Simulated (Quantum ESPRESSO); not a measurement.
SnSe, 2 atoms in the cell. The structure is cubic, space group Fm-3m (No. 225). The conventional cell has a = 6.020 Å, b = 6.020 Å, c = 6.020 Å, α = 90.00°, β = 90.00°, γ = 90.00°. Around Sn (site symmetry m-3m) lie 6 Se at 3.01 Å. Around Se (site symmetry m-3m) lie 6 Sn at 3.01 Å. Measurements of this composition are mostly on another form, of space group No. 62.

- Program: Quantum ESPRESSO 7.5
- Task: dielectric tensor
- Functional: LDA
- Potentials or basis: GBRV 1.5 LDA
- Cutoff: 925 eV
- Density cutoff: 7401 eV
- k mesh: 8 × 8 × 8, shifted
- Occupations: fermi-dirac, width 0.05 eV
- Spin: no spin polarisation
- Form of the LDA correlation: PZ81
- Mixing beta: 0.5
- Most SCF iterations: 120
- SCF threshold: 4e-10 Ry

Potentials or basis: GBRV 1.5 LDA.

The run is started by

```sh
$ OMP_NUM_THREADS=1 pw.x -in pw.in > pw.out
$ OMP_NUM_THREADS=1 pw.x -in gamma.in > gamma.out
$ OMP_NUM_THREADS=1 pw.x -in scf2.in > scf2.out
$ OMP_NUM_THREADS=1 ph.x -in ph.in > ph.out
```

Hardware: 1 thread of Arm Neoverse V2, on a shared host.

Problem. Estimate the wall time of this run.

Solution. Run time: 17 min on 1 thread of Arm Neoverse V2, on a shared host, peak memory 0.35 GiB. Counts: scf iterations 15, k pools 1, bands 16, k points 60, g dense 78679.
